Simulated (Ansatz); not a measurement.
**CdO (Monteponite) under changes of volume**

One of the cells (12.970 Å³/atom); the others are scaled copies at fixed shape and fractional positions:

```
CELL_PARAMETERS angstrom
0.00000 2.34950 2.34950
2.34950 0.00000 2.34950
2.34950 2.34950 0.00000
ATOMIC_POSITIONS crystal
Cd 0.00000 0.00000 0.00000
O 0.50000 0.50000 0.50000
```

* Program: Ansatz 0.2.0
* Functional: BPBE
* Potentials or basis: Ansatz PAW
* Cutoff: 420 eV (not typed: the program's choice for these potentials)
* k mesh: 10 × 10 × 10
* Occupations: fermi-dirac, width 0.05 eV
* Spin: no spin polarisation

```tsv
volume (Å³/atom)	energy over the lowest point (meV/atom)	pressure (GPa)
12.191	61.21	16.5
12.451	?	?
12.710	20.59	8.9
12.970	8.92	5.6
13.229	2.28	2.7
13.488	0.00	0.1
13.748	1.76	-2.2
```

Question: What does the run at 12.451 Å³/atom give?

Answer: Energy over the lowest point 37.81 meV/atom; pressure 12.5 GPa.

Worked out: A Birch-Murnaghan fit of order 3 (a polynomial in V^(-2/3)) to the other rows has its minimum at 13.50 Å³/atom with B0 = V·E''(V) = 127 GPa and B' = 4.8. It gives 37.76 meV/atom at 12.451 Å³/atom, against the run's 37.81, and -dE/dV = 12.5 GPa, against 12.5.

Energies are extrapolated to zero smearing.

Caveats: the PAW data sets come from PBE, with cores solved anew for the run's functional, which leaves a small shift of forces and pressure.
